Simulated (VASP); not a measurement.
# GaN (Cmc2_1) in VASP: core levels with PBE

Aim: the core levels of GaN with PBE.

Program: VASP 6.6.1. These are calculated values, not measurements. Logs are shortened: lines on timing, memory, paths and dates and some standing lists are left out, and cuts for length are marked.

## Step 1: The crystal as given

Symmetry: Cmc2_1, No. 36, orthorhombic system. The conventional cell has a = 3.298 Å, b = 5.422 Å, c = 5.018 Å, α = 90.00°, β = 90.00°, γ = 90.00°. Ga (site symmetry m) is surrounded by 4 N at 1.93 to 1.95 Å. N (site symmetry m) has 4 Ga at 1.93 to 1.95 Å as nearest neighbours.

The cell was built by a generator and needn't be a form met in nature.

## Step 2: Core levels, PBE

Contents of INCAR:

```
PREC = Accurate
ENCUT = 520
EDIFF = 1E-7
ISMEAR = 0
SIGMA = 0.05
LREAL = F
LASPH = T
NELM = 80
ALGO = Normal
ISIF = 2
LWAVE = F
LCHARG = F
GGA = PE
ICORELEVEL = 1
```

Contents of KPOINTS:

```
Automatic mesh
0
Gamma
  4 4 7
```

Contents of POSCAR:

```
GaN
1.0
    5.4218070000      0.0000000000      0.0000000000
    0.0000000000      5.0179560000      0.0000000000
    0.0000000000      0.0000000000      3.2975010000
Ga N
4 4
Direct
    0.3319840000     -0.0040523000      0.0000000000
    0.6680160000      0.4959480000      0.0000000000
    0.1680160000      0.4959480000      0.5000000000
    0.8319840000     -0.0040523000      0.5000000000
    0.3273900000      0.3807870000      0.0000000000
    0.6726100000      0.8807870000      0.0000000000
    0.1726100000      0.8807870000      0.5000000000
    0.8273900000      0.3807870000      0.5000000000
```

Potentials or basis: VASP PAW PBE potentials, release 64 (Ga_d, N).

Started as:

```bash
$ cat potpaw_PBE.64/Ga_d/POTCAR potpaw_PBE.64/N/POTCAR > POTCAR
$ mpirun -np 1 vasp_std > vasp.out
```

OUTCAR:

```text
PREC = Accurate
   ENCUT = 520
   EDIFF = 1E-7
   ISMEAR = 0
   LREAL = F
   LASPH = T
   NELM = 80
   ISIF = 2
   GGA = PE

 ion  position               nearest neighbor table
   1  0.332  0.996  0.000-   5 1.93   6 1.94   7 1.95   7 1.95
   2  0.668  0.496  0.000-   6 1.93   5 1.94   8 1.95   8 1.95
   3  0.168  0.496  0.500-   7 1.93   8 1.94   5 1.95   5 1.95
   4  0.832  0.996  0.500-   8 1.93   7 1.94   6 1.95   6 1.95
   5  0.327  0.381  0.000-   1 1.93   2 1.94   3 1.95   3 1.95
   6  0.673  0.881  0.000-   2 1.93   1 1.94   4 1.95   4 1.95
   7  0.173  0.881  0.500-   3 1.93   4 1.94   1 1.95   1 1.95
   8  0.827  0.381  0.500-   4 1.93   3 1.94   2 1.95   2 1.95

  LATTYP: Found a simple orthorhombic cell.
 ALAT       =     3.2975010000
 B/A-ratio  =     1.5217451033
 C/A-ratio  =     1.6442169388

  Lattice vectors:

 A1 = (   0.0000000000,   0.0000000000,  -3.2975010000)
 A2 = (   0.0000000000,   5.0179560000,   0.0000000000)
 A3 = (   5.4218070000,   0.0000000000,   0.0000000000)

Analysis of symmetry for initial positions (statically):
=====================================================================
 Subroutine PRICEL returns following result:

  LATTYP: Found a base centered orthorhombic cell.
 ALAT       =     3.2975010000
 B/A-ratio  =     1.6442169388
 C/A-ratio  =     1.5217451033

  Lattice vectors:

 A1 = (  -2.7109035000,   0.0000000000,   1.6487505000)
 A2 = (   2.7109035000,   0.0000000000,   1.6487505000)
 A3 = (   0.0000000000,   5.0179560000,   0.0000000000)

   2 primitive cells build up your supercell.

 Routine SETGRP: Setting up the symmetry group for a
 simple orthorhombic supercell.

 Subroutine GETGRP returns: Found  4 space group operations
 (whereof  2 operations were pure point group operations)
 out of a pool of  8 trial point group operations.

The static configuration has the point symmetry C_1h.
 The point group associated with its full space group is C_2v.

Analysis of symmetry for dynamics (positions and initial velocities):
=====================================================================
 Subroutine PRICEL returns following result:

  LATTYP: Found a base centered orthorhombic cell.
 ALAT       =     3.2975010000
 B/A-ratio  =     1.6442169388
 C/A-ratio  =     1.5217451033

  Lattice vectors:

 A1 = (  -2.7109035000,   0.0000000000,   1.6487505000)
 A2 = (   2.7109035000,   0.0000000000,   1.6487505000)
 A3 = (   0.0000000000,   5.0179560000,   0.0000000000)

   2 primitive cells build up your supercell.

 Routine SETGRP: Setting up the symmetry group for a
 simple orthorhombic supercell.

 Subroutine GETGRP returns: Found  4 space group operations
 (whereof  2 operations were pure point group operations)
 out of a pool of  8 trial point group operations.

The dynamic configuration has the point symmetry C_1h.
 The point group associated with its full space group is C_2v.

 Subroutine INISYM returns: Found  4 space group operations
 (whereof  2 operations are pure point group operations),
 and found     2 'primitive' translations

----------------------------------------------------------------------------------------

                                     Primitive cell

  volume of cell :      44.8565

  direct lattice vectors                    reciprocal lattice vectors
    -2.710903500  0.000000000  1.648750500    -0.184440354  0.000000000  0.303259954
     2.710903500  0.000000000  1.648750500     0.184440354  0.000000000  0.303259954
     0.000000000  5.017956000  0.000000000     0.000000000  0.199284330  0.000000000

  length of vectors
     3.172912857  3.172912857  5.017956000     0.354943437  0.354943437  0.199284330

  position of ions in fractional coordinates (direct lattice)
     0.668016000  0.331984000  0.995947700
     0.331984000  0.668016000  0.495948000
     0.672610000  0.327390000  0.380787000
     0.327390000  0.672610000  0.880787000

  ion indices of the primitive-cell ions
   primitive index   ion index
                 1           1
                 2           2
                 3           5
                 4           6

----------------------------------------------------------------------------------------

 KPOINTS: Automatic mesh

Automatic generation of k-mesh.
 Grid dimensions read from file:
 generate k-points for:    4    4    7

 Generating k-lattice:

  Cartesian coordinates                     Fractional coordinates (reciprocal lattice)
     0.046110088  0.000000000  0.000000000     0.250000000  0.000000000  0.000000000
     0.000000000  0.049821083  0.000000000     0.000000000  0.250000000  0.000000000
     0.000000000  0.000000000  0.043322851     0.000000000  0.000000000  0.142857143

  Length of vectors
     0.046110088  0.049821083  0.043322851

  Shift w.r.t. Gamma in fractional coordinates (k-lattice)
     0.000000000  0.000000000  0.000000000

 Subroutine IBZKPT returns following result:
 ===========================================

 Found     36 irreducible k-points:

 Following reciprocal coordinates:
            Coordinates               Weight
  0.000000  0.000000  0.000000      1.000000
  0.250000  0.000000  0.000000      2.000000
  0.500000  0.000000  0.000000      1.000000
  0.000000  0.250000  0.000000      2.000000
  0.250000  0.250000  0.000000      4.000000
  0.500000  0.250000  0.000000      2.000000
[... 16 lines left out ...]
  0.250000  0.250000  0.285714      8.000000
  0.500000  0.250000  0.285714      4.000000
 [... further k-points ...]
   k-points           NKPTS =     36   k-points in BZ     NKDIM =     36   number of bands    NBANDS=     43
   number of dos      NEDOS =    301   number of ions     NIONS =      8
   total plane-waves  NPLWV =  44800
   dimension x,y,z NGX =    40 NGY =   40 NGZ =   28
   dimension x,y,z NGXF=    80 NGYF=   80 NGZF=   56
   ions per type =               4   4
   NGX,Y,Z   is equivalent  to a cutoff of  12.26, 13.25, 14.12 a.u.
   NGXF,Y,Z  is equivalent  to a cutoff of  24.53, 26.50, 28.23 a.u.
 SYSTEM =  unknown system
   PREC   = accura    normal or accurate (medium, high low for compatibility)
   ISTART =      0    job   : 0-new  1-cont  2-samecut
   ICHARG =      2    charge: 1-file 2-atom 10-const
   ISPIN  =      1    spin polarized calculation?
   LNONCOLLINEAR =      F non collinear calculations
   LSORBIT =      F    spin-orbit coupling
   LASPH  =      T    aspherical Exc in radial PAW
   ENCUT  =  520.0 eV  38.22 Ry    6.18 a.u.  10.08  9.33  6.13*2*pi/ulx,y,z
   NELM   =     80;   NELMIN=  2; NELMDL= -5     # of ELM steps
   EDIFF  = 0.1E-06   stopping-criterion for ELM
   LREAL  =      F    real-space projection
   EDIFFG = 0.1E-05   stopping-criterion for IOM
   NSW    =      0    number of steps for IOM
   IBRION =     -1    ionic relax: 0-MD 1-quasi-New 2-CG
   NFREE  =      0    steps in history (QN), initial steepest desc. (CG)
   ISIF   =      2    stress and relaxation
   ISYM   =      2    0-nonsym 1-usesym 2-fastsym
   POTIM  = 0.5000    time-step for ionic-motion
   TEBEG  =    0.0;   TEEND  =   0.0 temperature during run
   PSTRESS=    0.0 pullay stress
   NELECT =      72.0000    total number of electrons
   NUPDOWN=      -1.0000    fix difference up-down
   EMIN   =  10.00;   EMAX   =-10.00  energy-range for DOS
   EFERMI =   0.00;   METHOD = LEGACY
   ISMEAR =     0;   SIGMA  =   0.05  broadening in eV -4-tet -1-fermi 0-gaus
   EFERMI_NEDOS =   21; number of points for ismear=-14 and -15
   IALGO  =     38    algorithm
   IMIX   =      4    mixing-type and parameters
     AMIX     =   0.40;   BMIX     =  1.00
     AMIX_MAG =   1.60;   BMIX_MAG =  1.00
  volume/ion in A,a.u.               =      11.21        75.68
  Fermi-wavevector in a.u.,A,eV,Ry     =   1.521366  2.874965 31.491427  2.314555
  Thomas-Fermi vector in A             =   2.630091
   LORBIT       =      0    0 simple, 1 ext, 2 COOP (PROOUT), +10 PAW based schemes
   GGA     = PE    functional components
   LHFCALC =     F    Hartree Fock is set to
   AEXX    =    0.0000 exact exchange contribution
   IVDW    =     0    specifies the selected vdW correction
   LEPSILON=     F    determine dielectric tensor
   LRPA    =     F    only Hartree local field effects (RPA)
 non-spin polarized calculation
 Gauss-broadening in eV      SIGMA  =   0.05
  energy-cutoff  :      520.00
  volume of cell :       89.71
 maximum number of plane-waves:      2446
   NGX = 21   NGY = 19   NGZ = 13

 number of electron      71.9999960 magnetization

 Free energy of the ion-electron system (eV)
  ---------------------------------------------------
  ext. energy  EPLUGINS =         0.00000000
  ---------------------------------------------------
  free energy    TOTEN  =       -48.36318491 eV

  energy without entropy =      -48.36318491  energy(sigma->0) =      -48.36318491

 the core state eigenenergies are
   1-  1s -10216.7267  2s  -1250.1486  2p  -1086.6025  3s   -136.4855  3p    -87.2330

   2-  1s -10216.7267  2s  -1250.1486  2p  -1086.6025  3s   -136.4855  3p    -87.2330

   3-  1s -10216.7267  2s  -1250.1486  2p  -1086.6025  3s   -136.4855  3p    -87.2330

   4-  1s -10216.7267  2s  -1250.1486  2p  -1086.6025  3s   -136.4855  3p    -87.2330

   5-  1s   -369.6978
   6-  1s   -369.6979
   7-  1s   -369.6979
   8-  1s   -369.6978

 E-fermi :   5.9215     XC(G=0): -11.7690

 val. band max:        5.6379771200   @ k =   0.0000   0.0000   0.0000
 cond. band min:       7.5700984835   @ k =   0.0000   0.0000   0.0000
 fundamental gap:      1.9321213635
 Fermi energy:         5.9215377724

 k-point     1 :       0.0000    0.0000    0.0000
  band No.  band energies     occupation
      1     -10.6102      2.00000
      2      -9.6445      2.00000
      3      -9.6146      2.00000
      4      -9.4515      2.00000
      5      -7.9385      2.00000
      6      -7.9223      2.00000
[... 35 lines left out ...]
     42      14.5884      0.00000
     43      14.8057      0.00000
[... 228 lines left out ...]
     42      12.9529      0.00000
     43      13.7880      0.00000

 k-point     7 :       0.0000    0.5000    0.0000
  band No.  band energies     occupation
      1      -9.9822      2.00000

------------------------ aborting loop because EDIFF is reached ----------------------------------------

  FORCE on cell =-STRESS in cart. coord.  units (eV):
  Direction    XX          YY          ZZ          XY          YZ          ZX
  --------------------------------------------------------------------------------------
  -------------------------------------------------------------------------------------
  Total        5.6953265      9.1986476     -0.0104525      0.0000000      0.0000000      0.0000000
  in kB      101.7122762    164.2777413     -0.1866697      0.0000000      0.0000000      0.0000000
  external PRESSURE =      88.6011159 kB  Pullay stress =       0.0000000 kB

 VOLUME and BASIS-vectors are now :
 -----------------------------------------------------------------------------
  energy-cutoff  :      520.00
  volume of cell :       89.71
      direct lattice vectors                 reciprocal lattice vectors
     5.421807000  0.000000000  0.000000000     0.184440354  0.000000000  0.000000000
     0.000000000  5.017956000  0.000000000     0.000000000  0.199284330  0.000000000
     0.000000000  0.000000000  3.297501000     0.000000000  0.000000000  0.303259954

 POSITION                                       TOTAL-FORCE (eV/Angst)
 -----------------------------------------------------------------------------------
      1.79995      4.99762      0.00000         0.001923      0.003482      0.000000
      3.62185      2.48865      0.00000        -0.001923      0.003482     -0.000000
      0.91095      2.48865      1.64875        -0.001923      0.003482     -0.000000
      4.51086      4.99762      1.64875         0.001923      0.003482      0.000000
      1.77505      1.91077      0.00000         0.001387     -0.003482      0.000000
      3.64676      4.41975      0.00000        -0.001387     -0.003482      0.000000
      0.93586      4.41975      1.64875        -0.001387     -0.003482      0.000000
      4.48595      1.91077      1.64875         0.001387     -0.003482      0.000000
 -----------------------------------------------------------------------------------
    total drift:                                0.000020      0.000142     -0.000037

  FREE ENERGIE OF THE ION-ELECTRON SYSTEM (eV)
  ---------------------------------------------------
  free  energy   TOTEN  =       -48.3631849100 eV

  energy  without entropy=      -48.3631849100  energy(sigma->0) =      -48.36318491
```

Run time: 1.7 min. Hardware: 1 thread of Intel Xeon Platinum 8488C (Sapphire Rapids), shared host; peak memory 0.25 GiB.

Results:

```yaml
Free_energy: -48.3632 eV
Pressure: 8.9 GPa
Largest_force: 0.004 eV/Å
Band_gap_on_the_k_mesh: 1.93 eV
```

Forces in eV/Å, atoms in the order of the input:
```
Ga   0.002  0.003  0.000
Ga  -0.002  0.003  0.000
Ga  -0.002  0.003  0.000
Ga   0.002  0.003  0.000
N    0.001 -0.003  0.000
N   -0.001 -0.003  0.000
N   -0.001 -0.003  0.000
N    0.001 -0.003  0.000
```

Core levels (eV, on the scale of the bands):
| atom | levels |
| --- | --- |
| 1 Ga | 1s -10216.7, 2s -1250.1, 2p -1086.6, 3s -136.5, 3p -87.2 |
| 2 Ga | 1s -10216.7, 2s -1250.1, 2p -1086.6, 3s -136.5, 3p -87.2 |
| 3 Ga | 1s -10216.7, 2s -1250.1, 2p -1086.6, 3s -136.5, 3p -87.2 |
| 4 Ga | 1s -10216.7, 2s -1250.1, 2p -1086.6, 3s -136.5, 3p -87.2 |
| 5 N | 1s -369.7 |
| 6 N | 1s -369.7 |
